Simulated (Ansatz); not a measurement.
All numbers below come from DFT PBE, scalar-relativistic, plane waves, PAW (Ansatz 0.2.0). All cells share a 420 eV cutoff and Γ-centred k meshes spaced at most about 0.3 Å⁻¹ (about 0.25 or finer for metals, 2π included). No spin polarisation.

These are static total energies at zero pressure.

Compare these two cells of Hf₇S, each relaxed at this level.

A.

```
CELL_PARAMETERS angstrom
5.54714 0.00000 0.00000
0.00000 5.54714 0.00000
0.00000 0.00000 5.54714
ATOMIC_POSITIONS crystal
Hf 0.75428 0.50000 0.00000
Hf 0.24572 0.50000 0.00000
Hf 0.00000 0.75428 0.50000
Hf 0.00000 0.24572 0.50000
Hf 0.50000 0.00000 0.75428
Hf 0.50000 0.00000 0.24572
Hf 0.00000 0.00000 0.00000
S 0.50000 0.50000 0.50000
```

B.

```
CELL_PARAMETERS angstrom
0.00000 4.38941 4.38941
4.38941 0.00000 4.38941
4.38941 4.38941 0.00000
ATOMIC_POSITIONS crystal
Hf 0.50000 0.50000 0.50000
Hf 0.00000 0.50000 0.00000
Hf 0.50000 0.00000 0.00000
Hf 0.00000 0.50000 0.50000
Hf 0.50000 0.00000 0.50000
Hf 0.00000 0.00000 0.50000
Hf 0.50000 0.50000 0.00000
S 0.00000 0.00000 0.00000
```

Question: Which would you expect to be lower, and how large is the difference?

Answer: A is lower, by 27 meV/atom. A has space group Pm-3 (No. 200), 21.3 Å³/atom and no gap on its mesh; B has space group Fm-3m (No. 225), 21.1 Å³/atom and no gap. Counting Hf atoms around S (those within 1.25 times the shortest such distance or 1.15 times the sum of covalent radii, 1.27 where that leaves under three), A and B both have S 12. Both come from invented guesses. The lowest form computed isn't among them: it has space group P-6m2 (No. 187), 21.5 Å³/atom and lies 0.33 eV/atom below the best shown.

The k mesh leaves some 4 meV/atom of noise in the energy of each metallic cell. These runs have no spin–orbit coupling, which can matter for Hf. Cells relaxed within their symmetry can be saddle points. Some candidate types were left out of the draw beforehand, so a known form may be missing.
